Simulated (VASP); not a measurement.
# ZnSe (F-43m) in VASP: band structure with PBE-EpsX

Aim: the band structure of ZnSe with PBE-EpsX.

Program: VASP 6.6.1. These are calculated values, not measurements. Logs are shortened: lines on timing, memory, paths and dates and some standing lists are left out, and cuts for length are marked.

**Experimental background.**

From “Alloy Disordering Effects on the Thermal Conductivity and Energy Gap Temperature Dependence of Cd1−xZnxSe Ternary Crystals Grown by the Bridgman Method”, 2023, pmc:10253836, for a bulk crystal of ZnSe at 300 K: band gap 2.695 ± 0.003 eV (an exciton energy, a little under the gap).

How close the calculation comes is told below.

### Step 1. The structure

Symmetry: F-43m, No. 216, cubic system. The conventional cell has a = 5.740 Å, b = 5.740 Å, c = 5.740 Å, α = 90.00°, β = 90.00°, γ = 90.00°. Around Zn (site symmetry -43m) lie 4 Se at 2.49 Å. Se (site symmetry -43m) is surrounded by 4 Zn at 2.49 Å.

### Step 2. Band structure, PBE-EpsX

POSCAR

```
ZnSe                                    
1.0
    0.0000000000      2.8701324923      2.8701324923
    2.8701324923     -0.0000000000      2.8701324923
    2.8701324923      2.8701324923      0.0000000000
  Zn              Se            
     1     1
Direct
     0.0000000000000000    0.0000000000000000    0.0000000000000000
     0.2500000000000000    0.2500000000000000    0.2500000000000000
```

INCAR.step1

```
SYSTEM = ZnSe
PREC = Accurate
ENCUT = 520
EDIFF = 1E-8
ISMEAR = 0
SIGMA = 0.02
LREAL = .False.
LASPH = .True.
NELM = 60
ALGO = Normal
ISIF = 2
LWAVE = .False.
LCHARG = .False.
KPAR = 4
GGA = PE
LEPSILON = .True.
```

KPOINTS.step1

```
Automatic mesh
0
G
  10 10 10
  0 0 0
```

INCAR.step2

```
SYSTEM = ZnSe
PREC = Accurate
ENCUT = 520
EDIFF = 1E-5
ISMEAR = 0
SIGMA = 0.02
LREAL = .False.
LASPH = .True.
NELM = 60
ALGO = Normal
ISIF = 2
LWAVE = .True.
LCHARG = .False.
KPAR = 4
GGA = PE
```

KPOINTS.step2

```
regular mesh
0
Gamma
  6 6 6
  0 0 0
```

INCAR.step3

```
SYSTEM = ZnSe
PREC = Accurate
ENCUT = 520
EDIFF = 1E-7
ISMEAR = 0
SIGMA = 0.02
LREAL = .False.
LASPH = .True.
NELM = 60
ALGO = Normal
ISIF = 2
LWAVE = .False.
LCHARG = .False.
GGA = PE
LHFCALC = .True.
AEXX = 0.1309
PRECFOCK = Fast
HFRCUT = -1
KPAR = 4
ISTART = 1
```

KPOINTS.step3

```
regular mesh
0
Gamma
  6 6 6
  0 0 0
```

KPOINTS_OPT

```
path GXWKGLUWLK,UX
12
line-mode
reciprocal
 0.0000000000  0.0000000000  0.0000000000  G
 0.5000000000  0.0000000000  0.5000000000  X

 0.5000000000  0.0000000000  0.5000000000  X
 0.5000000000  0.2500000000  0.7500000000  W

 0.5000000000  0.2500000000  0.7500000000  W
 0.3750000000  0.3750000000  0.7500000000  K

 0.3750000000  0.3750000000  0.7500000000  K
 0.0000000000  0.0000000000  0.0000000000  G

 0.0000000000  0.0000000000  0.0000000000  G
 0.5000000000  0.5000000000  0.5000000000  L

 0.5000000000  0.5000000000  0.5000000000  L
 0.6250000000  0.2500000000  0.6250000000  U

 0.6250000000  0.2500000000  0.6250000000  U
 0.5000000000  0.2500000000  0.7500000000  W

 0.5000000000  0.2500000000  0.7500000000  W
 0.5000000000  0.5000000000  0.5000000000  L

 0.5000000000  0.5000000000  0.5000000000  L
 0.3750000000  0.3750000000  0.7500000000  K

 0.6250000000  0.2500000000  0.6250000000  U
 0.5000000000  0.0000000000  0.5000000000  X
```

Potentials or basis: VASP PAW PBE potentials, release 64 (Zn, Se).

Launch:

```bash
$ cat potpaw_PBE.64/Zn/POTCAR potpaw_PBE.64/Se/POTCAR > POTCAR
$ cp INCAR.step1 INCAR
$ cp KPOINTS.step1 KPOINTS
$ mpirun -np 4 vasp_std > vasp.out
$ cp INCAR.step2 INCAR
$ cp KPOINTS.step2 KPOINTS
$ mpirun -np 4 vasp_std > vasp.out
$ cp INCAR.step3 INCAR
$ cp KPOINTS.step3 KPOINTS
$ mpirun -np 4 vasp_std > vasp.out
```

OUTCAR:

```text
SYSTEM = ZnSe
   PREC = Accurate
   ENCUT = 520
   EDIFF = 1E-7
   ISMEAR = 0
   LREAL = .False.
   LASPH = .True.
   NELM = 60
   ISIF = 2
   GGA = PE
   LHFCALC = .True.
   AEXX = 0.1309
   PRECFOCK = Fast
   ISTART = 1

 ion  position               nearest neighbor table
   1  0.000  0.000  0.000-   2 2.49   2 2.49   2 2.49   2 2.49
   2  0.250  0.250  0.250-   1 2.49   1 2.49   1 2.49   1 2.49

  LATTYP: Found a face centered cubic cell.
 ALAT       =     5.7402649846

  Lattice vectors:

 A1 = (   0.0000000000,   2.8701324923,   2.8701324923)
 A2 = (   2.8701324923,   0.0000000000,   2.8701324923)
 A3 = (   2.8701324923,   2.8701324923,   0.0000000000)

Analysis of symmetry for initial positions (statically):
=====================================================================
 Subroutine PRICEL returns:
 Original cell was already a primitive cell.

 Routine SETGRP: Setting up the symmetry group for a
 face centered cubic supercell.

 Subroutine GETGRP returns: Found 24 space group operations
 (whereof 24 operations were pure point group operations)
 out of a pool of 48 trial point group operations.

The static configuration has the point symmetry T_d .

Analysis of symmetry for dynamics (positions and initial velocities):
=====================================================================
 Subroutine PRICEL returns:
 Original cell was already a primitive cell.

 Routine SETGRP: Setting up the symmetry group for a
 face centered cubic supercell.

 Subroutine GETGRP returns: Found 24 space group operations
 (whereof 24 operations were pure point group operations)
 out of a pool of 48 trial point group operations.

The dynamic configuration has the point symmetry T_d .

 Subroutine INISYM returns: Found 24 space group operations
 (whereof 24 operations are pure point group operations),
 and found     1 'primitive' translations

----------------------------------------------------------------------------------------

                                     Primitive cell

  volume of cell :      47.2864

  direct lattice vectors                    reciprocal lattice vectors
     0.000000000  2.870132492  2.870132492    -0.174207986  0.174207986  0.174207986
     2.870132492  0.000000000  2.870132492     0.174207986 -0.174207986  0.174207986
     2.870132492  2.870132492  0.000000000     0.174207986  0.174207986 -0.174207986

  length of vectors
     4.058980296  4.058980296  4.058980296     0.301737082  0.301737082  0.301737082

  position of ions in fractional coordinates (direct lattice)
     0.000000000  0.000000000  0.000000000
     0.250000000  0.250000000  0.250000000

  ion indices of the primitive-cell ions
   primitive index   ion index
                 1           1
                 2           2

----------------------------------------------------------------------------------------

 KPOINTS: regular mesh

Automatic generation of k-mesh.
 Grid dimensions read from file:
 generate k-points for:    6    6    6

 Generating k-lattice:

  Cartesian coordinates                     Fractional coordinates (reciprocal lattice)
    -0.029034664  0.029034664  0.029034664     0.166666667  0.000000000  0.000000000
     0.029034664 -0.029034664  0.029034664     0.000000000  0.166666667  0.000000000
     0.029034664  0.029034664 -0.029034664     0.000000000  0.000000000  0.166666667

  Length of vectors
     0.050289514  0.050289514  0.050289514

  Shift w.r.t. Gamma in fractional coordinates (k-lattice)
     0.000000000  0.000000000  0.000000000

 Subroutine IBZKPT returns following result:
 ===========================================

 Found     16 irreducible k-points:

 Following reciprocal coordinates:
            Coordinates               Weight
  0.000000  0.000000  0.000000      1.000000
  0.166667  0.000000  0.000000      8.000000
  0.333333  0.000000  0.000000      8.000000
  0.500000  0.000000  0.000000      4.000000
  0.166667  0.166667  0.000000      6.000000
  0.333333  0.166667  0.000000     24.000000
[... 8 lines left out ...]
 -0.333333  0.333333  0.166667     24.000000
 -0.333333  0.500000  0.166667     12.000000
   k-points           NKPTS =     16   k-points in BZ     NKDIM =    216   number of bands    NBANDS=     13
   number of dos      NEDOS =    301   number of ions     NIONS =      2
   total plane-waves  NPLWV =  27000
   dimension x,y,z NGX =    30 NGY =   30 NGZ =   30
   dimension x,y,z NGXF=    60 NGYF=   60 NGZF=   60
   ions per type =               1   1
   NGX,Y,Z   is equivalent  to a cutoff of  12.29, 12.29, 12.29 a.u.
   NGXF,Y,Z  is equivalent  to a cutoff of  24.57, 24.57, 24.57 a.u.
 SYSTEM =  ZnSe
   PREC   = accura    normal or accurate (medium, high low for compatibility)
   ISTART =      1    job   : 0-new  1-cont  2-samecut
   ICHARG =      0    charge: 1-file 2-atom 10-const
   ISPIN  =      1    spin polarized calculation?
   LNONCOLLINEAR =      F non collinear calculations
   LSORBIT =      F    spin-orbit coupling
   LASPH  =      T    aspherical Exc in radial PAW
   ENCUT  =  520.0 eV  38.22 Ry    6.18 a.u.   7.55  7.55  7.55*2*pi/ulx,y,z
   NELM   =     60;   NELMIN=  2; NELMDL=  0     # of ELM steps
   EDIFF  = 0.1E-06   stopping-criterion for ELM
   LREAL  =      F    real-space projection
   EDIFFG = 0.1E-05   stopping-criterion for IOM
   NSW    =      0    number of steps for IOM
   IBRION =     -1    ionic relax: 0-MD 1-quasi-New 2-CG
   NFREE  =      0    steps in history (QN), initial steepest desc. (CG)
   ISIF   =      2    stress and relaxation
   ISYM   =      3    0-nonsym 1-usesym 2-fastsym
   POTIM  = 0.5000    time-step for ionic-motion
   TEBEG  =    0.0;   TEEND  =   0.0 temperature during run
   PSTRESS=    0.0 pullay stress
   NELECT =      18.0000    total number of electrons
   NUPDOWN=      -1.0000    fix difference up-down
   EMIN   =  10.00;   EMAX   =-10.00  energy-range for DOS
   EFERMI =   0.00;   METHOD = LEGACY
   ISMEAR =     0;   SIGMA  =   0.02  broadening in eV -4-tet -1-fermi 0-gaus
   EFERMI_NEDOS =   21; number of points for ismear=-14 and -15
   IALGO  =     38    algorithm
   IMIX   =      1    mixing-type and parameters
     AMIX     =   0.40;   BMIX     =  1.00
     AMIX_MAG =   1.60;   BMIX_MAG =  1.00
  volume/ion in A,a.u.               =      23.64       159.55
  Fermi-wavevector in a.u.,A,eV,Ry     =   1.186462  2.242088 19.152804  1.407691
  Thomas-Fermi vector in A             =   2.322634
   LORBIT       =      0    0 simple, 1 ext, 2 COOP (PROOUT), +10 PAW based schemes
   GGA     = PE    functional components
   LHFCALC =     T    Hartree Fock is set to
   PRECFOCK=fast      Normal, Fast or Accurate (Low or Medium for compatibility)
   ENCUT4O =  -1.0   cutoff for four orbital integrals eV
   NKREDX  =     1    reduce k-point grid by
   NKREDY  =     1    reduce k-point grid by
   NKREDZ  =     1    reduce k-point grid by
   AEXX    =    0.1309 exact exchange contribution
   HFSCREEN=    0.0000 screening length (either q_TF or 0.3 A-1)
   HFSCREENC=   0.0000 screening length for correlation (either q_TF or 0.3 A-1)
   ENCUTFOCK=  -1.0 apply spherical cutoff to Coloumb kernel
   IVDW    =     0    specifies the selected vdW correction
   LEPSILON=     F    determine dielectric tensor
   LRPA    =     F    only Hartree local field effects (RPA)
 non-spin polarized calculation
 Gauss-broadening in eV      SIGMA  =   0.02
  energy-cutoff  :      520.00
  volume of cell :       47.29
 maximum number of plane-waves:      1303
  NGX = 18; NGY = 18; NGZ = 18

 number of electron      18.0000016 magnetization

 Free energy of the ion-electron system (eV)
  ---------------------------------------------------
  ext. energy  EPLUGINS =         0.00000000
  ---------------------------------------------------
  free energy    TOTEN  =        -7.01288578 eV

  energy without entropy =       -7.01288578  energy(sigma->0) =       -7.01288578

 E-fermi :   0.9070     XC(G=0):  -8.1390

 val. band max:        0.7829221329   @ k =   0.0000   0.0000   0.0000
 cond. band min:       2.7987600747   @ k =   0.0000   0.0000   0.0000
 fundamental gap:      2.0158379418
 Fermi energy:         0.9069853900

 k-point     1 :       0.0000    0.0000    0.0000
  band No.  band energies     occupation
      1     -12.8686      2.00000
      2      -6.5320      2.00000
      3      -6.5320      2.00000
      4      -6.5320      2.00000
      5      -6.2182      2.00000
      6      -6.2182      2.00000
      7       0.7829      2.00000
      8       0.7829      2.00000
      9       0.7829      2.00000
     10       2.7988      0.00000
     11       7.5456      0.00000
     12       7.5456      0.00000
     13       7.5456      0.00000

 k-point     2 :       0.1667    0.0000    0.0000
  band No.  band energies     occupation
      1     -12.6978      2.00000
      2      -6.5090      2.00000
      3      -6.5090      2.00000
      4      -6.5002      2.00000
      5      -6.2197      2.00000
      6      -6.2197      2.00000
      7      -1.1162      2.00000
      8       0.5376      2.00000
      9       0.5376      2.00000
     10       4.0881      0.00000
     11       7.5539      0.00000
     12       7.9440      0.00000
     13       7.9440      0.00000

 k-point     3 :       0.3333    0.0000    0.0000
  band No.  band energies     occupation
      1     -12.3191      2.00000
      2      -6.4700      2.00000
      3      -6.4700      2.00000
      4      -6.3246      2.00000
      5      -6.2134      2.00000
      6      -6.2134      2.00000
      7      -3.3324      2.00000
      8       0.1187      2.00000
      9       0.1187      2.00000
     10       4.2954      0.00000
     11       8.2097      0.00000
     12       8.2097      0.00000
     13       9.2041      0.00000
[... 177 lines left out ...]
 k-point    15 :      -0.3333    0.3333    0.1667
  band No.  band energies     occupation
      1     -11.9113      2.00000
      2      -6.4203      2.00000
      3      -6.3878      2.00000
      4      -6.2494      2.00000
      5      -6.2190      2.00000
      6      -5.9750      2.00000
      7      -3.9454      2.00000
      8      -2.0254      2.00000
      9      -1.0509      2.00000
     10       6.4243      0.00000
     11       7.2287      0.00000
     12       8.8188      0.00000
     13      10.6699      0.00000

 k-point    16 :      -0.3333    0.5000    0.1667
  band No.  band energies     occupation
      1     -11.8436      2.00000
      2      -6.4142      2.00000
      3      -6.3542      2.00000
      4      -6.2810      2.00000
      5      -6.2045      2.00000
      6      -5.9535      2.00000
      7      -3.9360      2.00000
      8      -1.8257      2.00000
      9      -1.6944      2.00000
     10       6.1174      0.00000
     11       6.4708      0.00000
     12       9.9601      0.00000
     13      10.2854      0.00000

------------------------ aborting loop because EDIFF is reached ----------------------------------------

  FORCE on cell =-STRESS in cart. coord.  units (eV):
  Direction    XX          YY          ZZ          XY          YZ          ZX
  --------------------------------------------------------------------------------------
  -------------------------------------------------------------------------------------
  Total       -0.2285779     -0.2285779     -0.2285779      0.0000000      0.0000000     -0.0000000
  in kB       -7.7447799     -7.7447799     -7.7447799      0.0000000      0.0000000     -0.0000000
  external PRESSURE =      -7.7447799 kB  Pullay stress =       0.0000000 kB

 VOLUME and BASIS-vectors are now :
 -----------------------------------------------------------------------------
  energy-cutoff  :      520.00
  volume of cell :       47.29
      direct lattice vectors                 reciprocal lattice vectors
     0.000000000  2.870132492  2.870132492    -0.174207986  0.174207986  0.174207986
     2.870132492  0.000000000  2.870132492     0.174207986 -0.174207986  0.174207986
     2.870132492  2.870132492  0.000000000     0.174207986  0.174207986 -0.174207986

 POSITION                                       TOTAL-FORCE (eV/Angst)
 -----------------------------------------------------------------------------------
      0.00000      0.00000      0.00000         0.000000      0.000000      0.000000
      1.43507      1.43507      1.43507        -0.000000     -0.000000     -0.000000
 -----------------------------------------------------------------------------------
    total drift:                                0.000016      0.000013      0.000008

  FREE ENERGIE OF THE ION-ELECTRON SYSTEM (eV)
  ---------------------------------------------------
  free  energy   TOTEN  =        -7.0128857793 eV

  energy  without entropy=       -7.0128857793  energy(sigma->0) =       -7.01288578
```

Run time: 35 min. Hardware: 4 MPI ranks of AMD EPYC 7R13 (Zen 3), shared host; peak memory 0.4 GiB.

Results:

* Free energy: -7.0129 eV
* Pressure: -0.8 GPa
* Band gap on the k mesh: 2.02 eV, direct
* Band gap along the path: 2.02 eV, direct

Levels at the corners of the path, in eV from the valence-band top:
| point | band 5 | band 6 | band 7 | band 8 | band 9 | band 10 | band 11 | band 12 | band 13 |
| --- | --- | --- | --- | --- | --- | --- | --- | --- | --- |
| Γ | -7.00 | -7.00 | 0.00 | 0.00 | 0.00 | 2.02 | 6.76 | 6.76 | 6.76 |
| X | -6.96 | -6.81 | -4.83 | -2.14 | -2.14 | 3.86 | 4.35 | 11.56 | 12.17 |
| X | -6.96 | -6.81 | -4.83 | -2.14 | -2.14 | 3.86 | 4.35 | 11.57 | 12.17 |
| W | -7.01 | -6.71 | -4.67 | -2.76 | -2.58 | 6.33 | 6.43 | 7.89 | 8.62 |
| W | -7.01 | -6.71 | -4.67 | -2.76 | -2.58 | 6.33 | 6.43 | 7.89 | 8.62 |
| K | -6.98 | -6.74 | -4.72 | -3.05 | -1.75 | 4.47 | 6.47 | 9.92 | 10.24 |
| K | -6.98 | -6.74 | -4.72 | -3.05 | -1.75 | 4.47 | 6.47 | 9.92 | 10.22 |
| Γ | -7.00 | -7.00 | 0.00 | 0.00 | 0.00 | 2.02 | 6.76 | 6.76 | 6.76 |
| Γ | -7.00 | -7.00 | 0.00 | 0.00 | 0.00 | 2.02 | 6.76 | 6.76 | 6.76 |
| L | -6.99 | -6.84 | -5.20 | -0.85 | -0.85 | 3.38 | 7.33 | 7.33 | 9.44 |
| L | -6.99 | -6.84 | -5.20 | -0.85 | -0.85 | 3.38 | 7.33 | 7.33 | 9.44 |
| U | -6.98 | -6.74 | -4.72 | -3.05 | -1.75 | 4.47 | 6.47 | 9.92 | 10.22 |
| U | -6.98 | -6.74 | -4.72 | -3.05 | -1.75 | 4.47 | 6.47 | 9.92 | 10.22 |
| W | -7.01 | -6.71 | -4.67 | -2.76 | -2.58 | 6.33 | 6.43 | 7.89 | 8.62 |
| W | -7.01 | -6.71 | -4.67 | -2.76 | -2.58 | 6.33 | 6.43 | 7.89 | 8.62 |
| L | -6.99 | -6.84 | -5.20 | -0.85 | -0.85 | 3.38 | 7.33 | 7.33 | 9.44 |
| L | -6.99 | -6.84 | -5.20 | -0.85 | -0.85 | 3.38 | 7.33 | 7.33 | 9.44 |
| K | -6.98 | -6.74 | -4.72 | -3.05 | -1.75 | 4.47 | 6.47 | 9.92 | 10.22 |
| U | -6.98 | -6.74 | -4.72 | -3.05 | -1.75 | 4.47 | 6.47 | 9.92 | 10.22 |
| X | -6.96 | -6.81 | -4.83 | -2.14 | -2.14 | 3.86 | 4.35 | 11.56 | 12.17 |

Caveat: the PAW data sets were made with another functional, which shifts forces and pressure a little.

### Step 3. How close it comes

Step 2. Measured gap of ZnSe: 2.695 eV (an exciton energy, a little under the gap; 300 K; “Alloy Disordering Effects on the Thermal Conductivity and Energy Gap Temperature Dependence of Cd1−xZnxSe Ternary Crystals Grown by the Bridgman Method”, 2023, pmc:10253836). This calculation gives 2.02 eV (-0.68 eV). Spin-orbit coupling on Se is left out. The value is that of PBE-EpsX, without temperature or zero-point motion.
